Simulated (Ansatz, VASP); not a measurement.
Given: the input of a run of Ansatz 0.2.0 on TiC.

The input input.yaml:

```yaml
crystal:
  lattice:
    - [0.0, 2.1657188437, 2.1657188437]
    - [2.1657188437, 0.0, 2.1657188437]
    - [2.1657188437, 2.1657188437, 0.0]
  atoms:
    - { symbol: Ti, position: [0.0, 0.0, 0.0] }
    - { symbol: C, position: [0.5, 0.5, 0.5] }
kpoints:
  mp_grid: { grid: [11, 11, 11] }
scf:
  occupations: { method: tetrahedron }
hamiltonian:
  xc: revpbe
  dispersion: d3bj
  pseudopotentials: { kind: all_electron, lapw: { basis_error: 0.001 } }
output:
  forces: true
  stress: true
relax:
  f_tol: 0.005
  max_steps: 60
  cell: {}
```

Potentials or basis: all-electron LAPW, scalar-relativistic.

Command:

```bash
$ ansatz run input.yaml --threads 1 --pin off --max-ram 3072MiB --backend cpu --events-out ev --progress --plain --runs-dir out
```

Problem. Set up the same calculation for VASP 6.6.1. Potentials there: VASP PAW PBE potentials, release 64 (Ti_sv, C).

Solution. As run (the cutoff follows the program's own potentials):

File INCAR:

```
ALGO = Normal
EDIFF = 1E-6
EDIFFG = -0.005
ENCUT = 600
GGA = RE
IBRION = 2
ISIF = 3
ISMEAR = -5
IVDW = 12
LASPH = T
LCHARG = F
LREAL = F
LWAVE = F
NELM = 100
NSW = 80
PREC = Accurate
SIGMA = 0.05
```

Contents of KPOINTS:

```
k-points
0
Gamma
  11 11 11
```

File POSCAR:

```
TiC
1.0
    0.0000000000      2.1657188437      2.1657188437
    2.1657188437      0.0000000000      2.1657188437
    2.1657188437      2.1657188437      0.0000000000
Ti C
1 1
Direct
    0.0000000000      0.0000000000      0.0000000000
    0.5000000000      0.5000000000      0.5000000000
```

Potentials or basis: VASP PAW PBE potentials, release 64 (Ti_sv, C).

The run is started by

```bash
$ cat potpaw_PBE.64/Ti_sv/POTCAR potpaw_PBE.64/C/POTCAR > POTCAR
$ mpirun -np 1 vasp_std > vasp.out
```

Both were run:

|  | VASP | Ansatz | Ansatz less VASP |
| --- | --- | --- | --- |
| gap on the k mesh at the Fermi level, each at its own relaxed structure (eV) | none | none | - |
| relaxed volume (Å³/atom) | 9.73 | 9.73 | -0.003 |
| relaxed cell length with the largest relative difference (Å) | 3.020 | 3.019 | -0.0003 |
| energy change over the relaxation (meV/atom) | -14 | -15 | -0.3 |

A gap of «none» marks a metal or a gap that the smearing closes. Ansatz ran all-electron here, so the differences hold the error of VASP's frozen core and of both bases.

Caveats: pairwise dispersion overbinds metals, which lowers pressure and volume; the PAW data sets were made with another functional, which shifts forces and pressure a little (VASP); tetrahedron occupations give inexact forces and stress in metals (VASP); with tetrahedron occupations forces and stress needn't match the slope of the energy (Ansatz).
